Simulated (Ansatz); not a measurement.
Relax this structure to zero stress and force, keeping its symmetry:

```
Ir
1.0
     0.00000    1.93806    1.93806
     1.93806    0.00000    1.93806
     1.93806    1.93806    0.00000
Ir
1
Direct
  0.00000 0.00000 0.00000
```

Method: Ansatz, DFT PBE, scalar-relativistic, plane waves, PAW.

Plane waves to 420 eV, a k mesh through Γ of 18×18×18 on the computed 1-atom cell and Gaussian smearing (0.10 eV); no spin polarisation.

Q: What does it relax to?

A: The volume drops by 0.06 Å³/atom to 14.50 Å³/atom, and the energy falls by 0.3 meV/atom. Final structure:
```yaml
crystal:
  lattice:
    - [0.00000, 1.93533, 1.93533]
    - [1.93533, 0.00000, 1.93533]
    - [1.93533, 1.93533, 0.00000]
  atoms:
    - { symbol: Ir, position: [0.00000, 0.00000, 0.00000] }
```

Spin–orbit coupling is left out, which can shift energies with elements as heavy as these.